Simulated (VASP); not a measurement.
Here is a VASP 6.6.1 calculation.

File INCAR:

```
SYSTEM = SnTe
PREC = Accurate ; ENCUT = 520
EDIFF = 1E-6 ; ISMEAR = 0
SIGMA = 0.02 ; LREAL = .FALSE.
LASPH = .TRUE. ; NELM = 100
ALGO = Normal ; ISIF = 2
LWAVE = .FALSE. ; LCHARG = .FALSE.
LNONCOLLINEAR = .TRUE. ; MAGMOM = 0 0 0 0 0 0
LORBIT = 11 ; LSORBIT = .TRUE.
GGA_COMPAT = .FALSE. ; METAGGA = R2SCAN
LMIXTAU = .TRUE. ; NBANDS = 32
KPAR = 2
```

Contents of KPOINTS:

```
Automatic mesh
0
G
  6 6 6
  0 0 0
```

Contents of POSCAR:

```
SnTe
1.0
    0.0000000000      3.1508500000      3.1508500000
    3.1508500000      0.0000000000      3.1508500000
    3.1508500000      3.1508500000      0.0000000000
Te Sn
1 1
Direct
    0.5000000000      0.5000000000      0.5000000000
    0.0000000000      0.0000000000      0.0000000000
```

KPOINTS_OPT

```
path GXWKGLUWLK,UX
10
line-mode
reciprocal
 0.0000000000  0.0000000000  0.0000000000  G
 0.5000000000  0.0000000000  0.5000000000  X

 0.5000000000  0.0000000000  0.5000000000  X
 0.5000000000  0.2500000000  0.7500000000  W

 0.5000000000  0.2500000000  0.7500000000  W
 0.3750000000  0.3750000000  0.7500000000  K

 0.3750000000  0.3750000000  0.7500000000  K
 0.0000000000  0.0000000000  0.0000000000  G

 0.0000000000  0.0000000000  0.0000000000  G
 0.5000000000  0.5000000000  0.5000000000  L

 0.5000000000  0.5000000000  0.5000000000  L
 0.6250000000  0.2500000000  0.6250000000  U

 0.6250000000  0.2500000000  0.6250000000  U
 0.5000000000  0.2500000000  0.7500000000  W

 0.5000000000  0.2500000000  0.7500000000  W
 0.5000000000  0.5000000000  0.5000000000  L

 0.5000000000  0.5000000000  0.5000000000  L
 0.3750000000  0.3750000000  0.7500000000  K

 0.6250000000  0.2500000000  0.6250000000  U
 0.5000000000  0.0000000000  0.5000000000  X
```

Potentials or basis: VASP PAW PBE potentials, release 64 (Te, Sn_d).

The run is started by

```sh
$ cat potpaw_PBE.64/Te/POTCAR potpaw_PBE.64/Sn_d/POTCAR > POTCAR
$ mpirun -np 2 vasp_ncl > vasp.out
```

(1) Predict the pressure.

## Answers

(1) 1.5 GPa.

Caveat: the PAW data sets were made with another functional, which shifts forces and pressure a little.
